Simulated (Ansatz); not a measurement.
# CdTe: levels with and without spin–orbit coupling

```xyz
2
Lattice="0.0000 3.2821 3.2821 3.2821 0.0000 3.2821 3.2821 3.2821 0.0000" Properties=species:S:1:pos:R:3 pbc="T T T"
Cd    0.0000    0.0000    0.0000
Te    4.9232    4.9232    4.9232
```

Atoms are numbered in the order listed.

The cell is the one relaxed in the Materials Project (mp-406), not relaxed further here; entries there can be hypothetical.

Methods: DFT, PBEsol, all-electron LAPW, scalar-relativistic (Ansatz 0.2.0); DFT, PBEsol, all-electron LAPW, Dirac equation with spin-orbit coupling (Ansatz 0.2.0).

Numerical set-up: a Γ-centred 7×7×7 k mesh, Fermi–Dirac smearing of 0.01 eV, basis error target 0.5 meV/atom, no spin polarisation.

Levels between -4 and 3 eV, each run counted from its own valence-band top. Scalar levels are listed once for both spins; with the coupling every spinor state is counted. Levels near the edges of the range can cross them.

(1) At Γ (0.000, 0.000, 0.000) the scalar-relativistic levels are 0.00 (×3), 0.55. What are they with spin–orbit coupling?

(2) At L (0.000, 0.000, 0.500) the scalar-relativistic levels are -0.73 (×2), 1.70. What are they with spin–orbit coupling?

(3) At U (-0.375, -0.375, 0.250) the scalar-relativistic levels are -2.41, -1.45, 2.84. What are they with spin–orbit coupling?

(4) Without the coupling the gap is 0.55 eV, direct at Γ. And with it?

## Answers

(1) -0.86 (×2), 0.00 (×4), 0.28 (×2).

(2) -1.28 (×2), -0.75 (×2), 1.43 (×2).

(3) -2.88, -2.58, -1.73, -1.69, 2.53, 2.58.

(4) 0.28 eV, direct at Γ (so small a gap may close at points that the mesh and path miss).
